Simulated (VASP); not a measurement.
The system is MnS.

```
Mn S
1.0
     4.30568    0.00000    0.00000
     0.00000    4.30568    0.00000
     0.00000    0.00000    5.36058
Mn S
2 2
Cartesian
  0.0000 2.1528 0.0000
  2.1528 0.0000 2.6803
  0.0000 0.0000 1.3401
  0.0000 0.0000 4.0204
```

Measurements of this composition are mostly on another form, of space group No. 225.

Base run:

- Program: VASP 6.6.1
- Functional: r2SCAN
- Potentials or basis: VASP PAW PBE potentials, release 64 (Mn_pv, S)
- Cutoff: 520 eV
- k mesh: 5 × 5 × 4
- Occupations: gaussian, width 0.05 eV
- Spin: collinear spin, ferromagnetic start
- Starting moments: [4.0, 4.0, 0.0, 0.0] μB
- Hubbard terms: Mn d U = 3 eV

Its results: band gap on the k mesh none (metal or under the smearing width); pressure -0.1 GPa; net moment 9.24 μB per cell; site moments Mn +4.53; S -0.08 μB.

Problem. The run is repeated on the same cell with these changes: hubbard terms from Mn d U = 3 eV to none; further incar settings from ALGO = Normal; EDIFF = 1e-07 to ALGO = Normal; EDIFF = 1e-07; NBANDS = 31. What comes out?

Solution. Band gap on the k mesh none (metal or under the smearing width); pressure -3.4 GPa; net moment 8.70 μB per cell; site moments Mn +4.27; S -0.07 μB.

Caveats: the PAW data sets were made with another functional, which shifts forces and pressure a little; only a ferromagnetic start was run, and an antiferromagnetic order may lie lower in energy; semilocal functionals often make such compounds metallic where correlation or magnetic order opens a gap, which also shifts bond lengths (some runs).

Not every run made on this cell is shown here.
